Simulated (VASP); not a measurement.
# Mg (Fm-3m) in VASP: a series of runs

Runs on Mg. Level: r2SCAN. Tasks: single point, relaxation of cell and atoms.

Program: VASP 6.6.1. These are calculated values, not measurements. Logs are shortened: lines on timing, memory, paths and dates and some standing lists are left out, and cuts for length are marked.

## 1. The crystal as given

Symmetry: Fm-3m, No. 225, cubic system. The conventional cell has a = 4.494 Å, b = 4.494 Å, c = 4.494 Å, α = 90.00°, β = 90.00°, γ = 90.00°. Mg (site symmetry m-3m) has 12 Mg at 3.18 Å as nearest neighbours.

The cell was built by a generator and needn't be a form met in nature.

## 2. Single point, r2SCAN

Contents of POSCAR:

```
Mg
1.0
    0.0000000000      2.2469820885      2.2469820885
    2.2469820885      0.0000000000      2.2469820885
    2.2469820885      2.2469820885      0.0000000000
Mg
1
Direct
    0.0000000000      0.0000000000      0.0000000000
```

Contents of INCAR.step1:

```
PREC     = Accurate       # precision mode
ENCUT    = 520            # plane-wave cutoff, eV
ISMEAR   = -1             # smearing method
SIGMA    = 0.1            # smearing width, eV
LREAL    = F              # projectors in reciprocal space
LASPH    = T              # aspherical terms in the spheres
NELM     = 100            # most SCF steps
NBANDS   = 7              # bands
GGA      = PE             # functional
ALGO     = Normal         # electronic algorithm
EDIFF    = 1E-4           # SCF threshold, eV
LWAVE    = T              # write WAVECAR
LCHARG   = F              # write CHGCAR
```

Contents of INCAR.step2:

```
PREC     = Accurate       # precision mode
ENCUT    = 520            # plane-wave cutoff, eV
EDIFF    = 1E-6           # SCF threshold, eV
ISMEAR   = -1             # smearing method
SIGMA    = 0.1            # smearing width, eV
LREAL    = F              # projectors in reciprocal space
LASPH    = T              # aspherical terms in the spheres
NELM     = 100            # most SCF steps
ALGO     = Normal         # electronic algorithm
ISIF     = 2              # what is computed and relaxed
LWAVE    = F              # write WAVECAR
LCHARG   = F              # write CHGCAR
METAGGA  = R2SCAN         # meta-GGA
LMIXTAU  = T            
NBANDS   = 7              # bands
ISTART   = 1
```

Contents of KPOINTS:

```
regular mesh
0
Gamma
  9 9 9
```

Potentials or basis: VASP PAW PBE potentials, release 64 (Mg).

Launch:

```sh
> cat potpaw_PBE.64/Mg/POTCAR > POTCAR
> cp INCAR.step1 INCAR
> mpirun -np 1 vasp_std > vasp.out
> cp INCAR.step2 INCAR
> mpirun -np 1 vasp_std > vasp.out
```

OUTCAR:

```text
PREC = Accurate
   ENCUT = 520
   EDIFF = 1E-6
   ISMEAR = -1
   LREAL = F
   LASPH = T
   NELM = 100
   ISIF = 2
   METAGGA = R2SCAN
   ISTART = 1

 ion  position               nearest neighbor table
   1  0.000  0.000  0.000-

  LATTYP: Found a face centered cubic cell.
 ALAT       =     4.4939641770

  Lattice vectors:

 A1 = (   0.0000000000,   2.2469820885,   2.2469820885)
 A2 = (   2.2469820885,   0.0000000000,   2.2469820885)
 A3 = (   2.2469820885,   2.2469820885,   0.0000000000)

Analysis of symmetry for initial positions (statically):
=====================================================================
 Subroutine PRICEL returns:
 Original cell was already a primitive cell.

 Routine SETGRP: Setting up the symmetry group for a
 face centered cubic supercell.

 Subroutine GETGRP returns: Found 48 space group operations
 (whereof 48 operations were pure point group operations)
 out of a pool of 48 trial point group operations.

The static configuration has the point symmetry O_h .

Analysis of symmetry for dynamics (positions and initial velocities):
=====================================================================
 Subroutine PRICEL returns:
 Original cell was already a primitive cell.

 Routine SETGRP: Setting up the symmetry group for a
 face centered cubic supercell.

 Subroutine GETGRP returns: Found 48 space group operations
 (whereof 48 operations were pure point group operations)
 out of a pool of 48 trial point group operations.

The dynamic configuration has the point symmetry O_h .

 Subroutine INISYM returns: Found 48 space group operations
 (whereof 48 operations are pure point group operations),
 and found     1 'primitive' translations

----------------------------------------------------------------------------------------

                                     Primitive cell

  volume of cell :      22.6897

  direct lattice vectors                    reciprocal lattice vectors
     0.000000000  2.246982088  2.246982088    -0.222520688  0.222520688  0.222520688
     2.246982088  0.000000000  2.246982088     0.222520688 -0.222520688  0.222520688
     2.246982088  2.246982088  0.000000000     0.222520688  0.222520688 -0.222520688

  length of vectors
     3.177712544  3.177712544  3.177712544     0.385417137  0.385417137  0.385417137

  position of ions in fractional coordinates (direct lattice)
     0.000000000  0.000000000  0.000000000

  ion indices of the primitive-cell ions
   primitive index   ion index
                 1           1

----------------------------------------------------------------------------------------

 KPOINTS: regular mesh

Automatic generation of k-mesh.
 Grid dimensions read from file:
 generate k-points for:    9    9    9

 Generating k-lattice:

  Cartesian coordinates                     Fractional coordinates (reciprocal lattice)
    -0.024724521  0.024724521  0.024724521     0.111111111  0.000000000  0.000000000
     0.024724521 -0.024724521  0.024724521     0.000000000  0.111111111  0.000000000
     0.024724521  0.024724521 -0.024724521     0.000000000  0.000000000  0.111111111

  Length of vectors
     0.042824126  0.042824126  0.042824126

  Shift w.r.t. Gamma in fractional coordinates (k-lattice)
     0.000000000  0.000000000  0.000000000

 Subroutine IBZKPT returns following result:
 ===========================================

 Found     35 irreducible k-points:

 Following reciprocal coordinates:
            Coordinates               Weight
  0.000000  0.000000  0.000000      1.000000
  0.111111  0.000000  0.000000      8.000000
  0.222222  0.000000  0.000000      8.000000
  0.333333  0.000000  0.000000      8.000000
  0.444444  0.000000  0.000000      8.000000
  0.111111  0.111111  0.000000      6.000000
[... 16 lines left out ...]
 -0.333333  0.333333  0.000000     12.000000
  0.444444  0.444444  0.000000      6.000000
 [... further k-points ...]
   k-points           NKPTS =     35   k-points in BZ     NKDIM =     35   number of bands    NBANDS=      7
   number of dos      NEDOS =    301   number of ions     NIONS =      1
   total plane-waves  NPLWV =  13824
   dimension x,y,z NGX =    24 NGY =   24 NGZ =   24
   dimension x,y,z NGXF=    48 NGYF=   48 NGZF=   48
   ions per type =               1
   NGX,Y,Z   is equivalent  to a cutoff of  12.56, 12.56, 12.56 a.u.
   NGXF,Y,Z  is equivalent  to a cutoff of  25.11, 25.11, 25.11 a.u.
 SYSTEM =  unknown system
   PREC   = accura    normal or accurate (medium, high low for compatibility)
   ISTART =      1    job   : 0-new  1-cont  2-samecut
   ICHARG =      0    charge: 1-file 2-atom 10-const
   ISPIN  =      1    spin polarized calculation?
   LNONCOLLINEAR =      F non collinear calculations
   LSORBIT =      F    spin-orbit coupling
   LASPH  =      T    aspherical Exc in radial PAW
   ENCUT  =  520.0 eV  38.22 Ry    6.18 a.u.   5.91  5.91  5.91*2*pi/ulx,y,z
   NELM   =    100;   NELMIN=  2; NELMDL=  0     # of ELM steps
   EDIFF  = 0.1E-05   stopping-criterion for ELM
   LREAL  =      F    real-space projection
   EDIFFG = 0.1E-04   stopping-criterion for IOM
   NSW    =      0    number of steps for IOM
   IBRION =     -1    ionic relax: 0-MD 1-quasi-New 2-CG
   NFREE  =      0    steps in history (QN), initial steepest desc. (CG)
   ISIF   =      2    stress and relaxation
   ISYM   =      2    0-nonsym 1-usesym 2-fastsym
   POTIM  = 0.5000    time-step for ionic-motion
   TEBEG  =    0.0;   TEEND  =   0.0 temperature during run
   PSTRESS=    0.0 pullay stress
   NELECT =       2.0000    total number of electrons
   NUPDOWN=      -1.0000    fix difference up-down
   EMIN   =  10.00;   EMAX   =-10.00  energy-range for DOS
   EFERMI =   0.00;   METHOD = LEGACY
   ISMEAR =    -1;   SIGMA  =   0.10  broadening in eV -4-tet -1-fermi 0-gaus
   EFERMI_NEDOS =   21; number of points for ismear=-14 and -15
   IALGO  =     38    algorithm
   IMIX   =      4    mixing-type and parameters
     AMIX     =   0.40;   BMIX     =  1.00
     AMIX_MAG =   1.60;   BMIX_MAG =  1.00
  volume/ion in A,a.u.               =      22.69       153.12
  Fermi-wavevector in a.u.,A,eV,Ry     =   0.728577  1.376810  7.222297  0.530824
  Thomas-Fermi vector in A             =   1.820084
   LORBIT       =      0    0 simple, 1 ext, 2 COOP (PROOUT), +10 PAW based schemes
   METAGGA = R2SCAN    functional components
   LHFCALC =     F    Hartree Fock is set to
   AEXX    =    0.0000 exact exchange contribution
   IVDW    =     0    specifies the selected vdW correction
   LEPSILON=     F    determine dielectric tensor
   LRPA    =     F    only Hartree local field effects (RPA)
 non-spin polarized calculation
  energy-cutoff  :      520.00
  volume of cell :       22.69
 maximum number of plane-waves:       624
   NGX = 11   NGY = 11   NGZ = 11

 number of electron       2.0000000 magnetization

 Free energy of the ion-electron system (eV)
  ---------------------------------------------------
  ext. energy  EPLUGINS =         0.00000000
  ---------------------------------------------------
  free energy    TOTEN  =        -4.13281592 eV

  energy without entropy =       -4.11936851  energy(sigma->0) =       -4.12609221

 E-fermi :   2.6619     XC(G=0):  -9.0796

 val. band max:        2.6263854544   @ k =  -0.4444   0.2222   0.0000
 cond. band min:       2.7446409321   @ k =  -0.3333   0.4444   0.2222
 fundamental gap:      0.1182554776
 Fermi energy:         2.6619117394

 k-point     1 :       0.0000    0.0000    0.0000
  band No.  band energies     occupation
      1      -4.7361      2.00000
      2      15.9589      0.00000
      3      15.9589      0.00000
      4      15.9589      0.00000
      5      18.2741      0.00000
      6      18.2741      0.00000
      7      18.2742      0.00000

 k-point     2 :       0.1111    0.0000    0.0000
  band No.  band energies     occupation
      1      -4.4416      2.00000
      2      12.7762      0.00000
      3      15.4627      0.00000
      4      15.4627      0.00000
      5      17.9573      0.00000
      6      19.2646      0.00000
      7      19.2646      0.00000

 k-point     3 :       0.2222    0.0000    0.0000
  band No.  band energies     occupation
      1      -3.5635      2.00000
      2       8.9365      0.00000
      3      14.8658      0.00000
      4      14.8658      0.00000
      5      17.3826      0.00000
      6      18.7941      0.00000
      7      18.7941      0.00000

 k-point     4 :       0.3333    0.0000    0.0000
  band No.  band energies     occupation
      1      -2.1182      2.00000
      2       5.4650      0.00000
      3      14.6233      0.00000
      4      14.6233      0.00000
      5      17.0896      0.00000
      6      17.1253      0.00000
      7      17.1254      0.00000

 k-point     5 :       0.4444    0.0000    0.0000
  band No.  band energies     occupation
      1      -0.1480      2.00000
      2       2.4749      1.73295
      3      14.7228      0.00000
      4      14.7229      0.00000
      5      16.0539      0.00000
      6      16.0539      0.00000
      7      17.1178      0.00000
[... 161 lines left out ...]
 k-point    22 :      -0.4444    0.3333    0.0000
  band No.  band energies     occupation
      1       2.0310      1.99637
      2       4.4549      0.00000
      3       5.8496      0.00000
      4      10.9669      0.00000
      5      12.1522      0.00000
      6      18.3580      0.00000
      7      23.8496      0.00000

 k-point    23 :      -0.3333    0.3333    0.0000
  band No.  band energies     occupation
      1       2.0491      1.99565
      2       4.0071      0.00000
      3       5.5284      0.00000
      4      11.7139      0.00000
      5      13.0703      0.00000
      6      21.8307      0.00000
      7      22.7611      0.00000

 k-point    24 :       0.4444    0.4444    0.0000
  band No.  band energies     occupation
      1       1.3183      2.00000
      2       4.8447      0.00000
      3       9.2550      0.00000
      4      10.3064      0.00000
      5      10.3064      0.00000
      6      13.6998      0.00000
      7      27.6363      0.00000

 [... further k-points ...]

------------------------ aborting loop because EDIFF is reached ----------------------------------------

  FORCE on cell =-STRESS in cart. coord.  units (eV):
  Direction    XX          YY          ZZ          XY          YZ          ZX
  --------------------------------------------------------------------------------------
  -------------------------------------------------------------------------------------
  Total       -0.0357943     -0.0357943     -0.0357943      0.0000000     -0.0000000     -0.0000000
  in kB       -2.5275283     -2.5275283     -2.5275283      0.0000000     -0.0000000     -0.0000000
  external PRESSURE =      -2.5275283 kB  Pullay stress =       0.0000000 kB

 VOLUME and BASIS-vectors are now :
 -----------------------------------------------------------------------------
  energy-cutoff  :      520.00
  volume of cell :       22.69
      direct lattice vectors                 reciprocal lattice vectors
     0.000000000  2.246982088  2.246982088    -0.222520688  0.222520688  0.222520688
     2.246982088  0.000000000  2.246982088     0.222520688 -0.222520688  0.222520688
     2.246982088  2.246982088  0.000000000     0.222520688  0.222520688 -0.222520688

 POSITION                                       TOTAL-FORCE (eV/Angst)
 -----------------------------------------------------------------------------------
      0.00000      0.00000      0.00000         0.000000     -0.000000      0.000000
 -----------------------------------------------------------------------------------
    total drift:                               -0.000000      0.000000      0.000000

  FREE ENERGIE OF THE ION-ELECTRON SYSTEM (eV)
  ---------------------------------------------------
  free  energy   TOTEN  =        -4.1328159158 eV

  energy  without entropy=       -4.1193685075  energy(sigma->0) =       -4.12609221
```

Run time: 21 s. Hardware: 1 thread of Intel Xeon Platinum 8488C (Sapphire Rapids), shared host; peak memory 0.14 GiB.

Results:

* Free energy: -4.1328 eV
* Pressure: -0.3 GPa
* Band gap on the k mesh: none (metal or under the smearing width)

Caveat: the PAW data sets were made with another functional, which shifts forces and pressure a little.

## 3. Relaxation of cell and atoms, r2SCAN

POSCAR is that of step 2.

Contents of INCAR.step1:

```
SYSTEM = Mg
PREC = Accurate
ENCUT = 600
ISMEAR = -1
SIGMA = 0.1
LREAL = .FALSE.
LASPH = .TRUE.
NELM = 100
GGA = PE
ALGO = Normal
EDIFF = 1E-4
LWAVE = .TRUE.
LCHARG = .FALSE.
```

Contents of INCAR.step2:

```
SYSTEM = Mg
PREC = Accurate
ENCUT = 600
EDIFF = 1E-6
ISMEAR = -1
SIGMA = 0.1
LREAL = .FALSE.
LASPH = .TRUE.
NELM = 100
ALGO = Normal
ISIF = 3
LWAVE = .FALSE.
LCHARG = .FALSE.
METAGGA = R2SCAN
LMIXTAU = .TRUE.
IBRION = 2
NSW = 80
EDIFFG = -0.02
ISTART = 1
```

Contents of KPOINTS:

```
Automatic mesh
0
G
  9 9 9
  0 0 0
```

Potentials or basis: VASP PAW PBE potentials, release 64 (Mg).

Launch:

```sh
> cat potpaw_PBE.64/Mg/POTCAR > POTCAR
> cp INCAR.step1 INCAR
> mpirun -np 1 vasp_std > vasp.out
> cp INCAR.step2 INCAR
> mpirun -np 1 vasp_std > vasp.out
```

OUTCAR:

```text
SYSTEM = Mg
   PREC = Accurate
   ENCUT = 600
   EDIFF = 1E-6
   ISMEAR = -1
   LREAL = .FALSE.
   LASPH = .TRUE.
   NELM = 100
   ISIF = 3
   METAGGA = R2SCAN
   IBRION = 2
   NSW = 80
   EDIFFG = -0.02
   ISTART = 1

 ion  position               nearest neighbor table
   1  0.000  0.000  0.000-

  LATTYP: Found a face centered cubic cell.
 ALAT       =     4.4939641770

  Lattice vectors:

[... 421 lines left out ...]
      5      10.3615      0.00000

 [... further k-points ...]

------------------------ aborting loop because EDIFF is reached ----------------------------------------

  FORCE on cell =-STRESS in cart. coord.  units (eV):
  Direction    XX          YY          ZZ          XY          YZ          ZX
  --------------------------------------------------------------------------------------
  -------------------------------------------------------------------------------------
  Total       -0.0081307     -0.0081307     -0.0081307     -0.0000000     -0.0000000     -0.0000000
  in kB       -0.5770789     -0.5770789     -0.5770789     -0.0000000     -0.0000000     -0.0000000
  external PRESSURE =      -0.5770789 kB  Pullay stress =       0.0000000 kB

 VOLUME and BASIS-vectors are now :
 -----------------------------------------------------------------------------
  energy-cutoff  :      600.00
  volume of cell :       22.57
      direct lattice vectors                 reciprocal lattice vectors
     0.000000000  2.243143263  2.243143263    -0.222901501  0.222901501  0.222901501
     2.243143263 -0.000000000  2.243143263     0.222901501 -0.222901501  0.222901501
     2.243143263  2.243143263  0.000000000     0.222901501  0.222901501 -0.222901501

 POSITION                                       TOTAL-FORCE (eV/Angst)
 -----------------------------------------------------------------------------------
      2.24314      4.48629      2.24314         0.000000     -0.000000      0.000000
 -----------------------------------------------------------------------------------
    total drift:                               -0.000000     -0.000000     -0.000000

  FREE ENERGIE OF THE ION-ELECTRON SYSTEM (eV)
  ---------------------------------------------------
  free  energy   TOTEN  =        -4.1330628245 eV

  energy  without entropy=       -4.1196443547  energy(sigma->0) =       -4.12635359

 reached required accuracy - stopping structural energy minimisation
```

OUTCAR.step1:

```text
SYSTEM = Mg
   PREC = Accurate
   ENCUT = 600
   ISMEAR = -1
   LREAL = .FALSE.
   LASPH = .TRUE.
[... 410 lines left out ...]
 -----------------------------------------------------------------------------------
      0.00000      0.00000      0.00000        -0.000000     -0.000000     -0.000000
 -----------------------------------------------------------------------------------
    total drift:                               -0.000000      0.000000      0.000000

  FREE ENERGIE OF THE ION-ELECTRON SYSTEM (eV)
  ---------------------------------------------------
  free  energy   TOTEN  =        -1.4949406967 eV

  energy  without entropy=       -1.4807659062  energy(sigma->0) =       -1.48785330
```

OSZICAR.step1:

```text
N       E                     dE             d eps       ncg     rms          rms(c)
DAV:   1    -0.397864354871E+00   -0.39786E+00   -0.70627E+02   375   0.287E+02
DAV:   2    -0.149652729502E+01   -0.10987E+01   -0.10356E+01   460   0.167E+01
DAV:   3    -0.150234521726E+01   -0.58179E-02   -0.58098E-02   465   0.153E+00
DAV:   4    -0.150236384470E+01   -0.18627E-04   -0.18627E-04   420   0.722E-02
DAV:   5    -0.150236395830E+01   -0.11360E-06   -0.11347E-06   445   0.481E-03    0.656E-01
DAV:   6    -0.149882643112E+01    0.35375E-02   -0.41221E-04   405   0.178E-01    0.419E-01
DAV:   7    -0.149493427926E+01    0.38922E-02   -0.17201E-03   385   0.311E-01    0.240E-02
DAV:   8    -0.149494069669E+01   -0.64174E-05   -0.10757E-05   265   0.252E-02
   1 F= -.14949407E+01 E0= -.14878533E+01  d E =-.141748E-01
```

Run time: 37 s. Hardware: 1 thread of Intel Xeon Platinum 8488C (Sapphire Rapids), shared host; peak memory 0.16 GiB.

What came out:

```
Free energy                            : -4.1331 eV
Relaxed volume                         : 22.57 Å³/atom
Relaxed cell                           : a = 3.172 Å, b = 3.172 Å, c = 3.172 Å, α = 60.00°, β = 60.00°, γ = 60.00°
Space group after relaxing (to 0.05 Å) : Fm-3m (No. 225)
Energy gained by relaxing              : 0.1 meV/atom
Ionic steps                            : 2
Pressure after relaxing                : -0.1 GPa
Band gap on the k mesh                 : none (metal or under the smearing width)
```

Step by step:
```
step  energy change (eV)  largest force (eV/Å)  pressure (GPa)  volume (Å³)
   1              0.0000                0.0000           -0.25        22.69
   2             -0.0001                0.0000           -0.06        22.57
```

Final structure:
```
CELL_PARAMETERS angstrom
0.00000 2.24314 2.24314
2.24314 0.00000 2.24314
2.24314 2.24314 0.00000
ATOMIC_POSITIONS crystal
Mg 0.00000 0.00000 0.00000
```

Caveat: the PAW data sets were made with another functional, which shifts forces and pressure a little.

(Continued in part 2 of 2.)
